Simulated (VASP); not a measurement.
Input of a VASP 6.6.1 run:

The input POSCAR:

```
Ce
1.0
   -1.8797531617      1.8797531617      1.8797531617
    1.8797531617     -1.8797531617      1.8797531617
    1.8797531617      1.8797531617     -1.8797531617
Ce
1
Direct
    0.0000000000      0.0000000000      0.0000000000
```

INCAR.step1

```
SYSTEM = Ce
ALGO = Normal ; EDIFF = 1E-4
ENCUT = 520 ; GGA = PE
ISMEAR = -1 ; LASPH = .TRUE.
LCHARG = .FALSE. ; LREAL = .FALSE.
LWAVE = .TRUE. ; NBANDS = 12
NELM = 80 ; PREC = Accurate
SIGMA = 0.1
```

INCAR.step2

```
SYSTEM = Ce
ALGO = Normal ; EDIFF = 1E-6
ENCUT = 520 ; ISIF = 2
ISMEAR = -1 ; ISTART = 1
LASPH = .TRUE. ; LCHARG = .FALSE.
LMIXTAU = .TRUE. ; LREAL = .FALSE.
LWAVE = .FALSE. ; METAGGA = R2SCAN
NBANDS = 12 ; NELM = 80
PREC = Accurate ; SIGMA = 0.1
```

File KPOINTS:

```
k-points
0
G
  8 8 8
  0 0 0
```

Potentials or basis: VASP PAW PBE potentials, release 64 (Ce).

Launch:

```bash
$ cat potpaw_PBE.64/Ce/POTCAR > POTCAR
$ cp INCAR.step1 INCAR
$ mpirun -np 1 vasp_std > vasp.out
$ cp INCAR.step2 INCAR
$ mpirun -np 1 vasp_std > vasp.out
```

Task: Estimate the pressure.

Result: -0.2 GPa.

Task: Estimate the band gap on the k mesh.

Result: None (metal or under the smearing width).

Caveat: the PAW data sets were made with another functional, which shifts forces and pressure a little. Spin polarisation is off, so any magnetic state and its effect on volume and gap are missing.
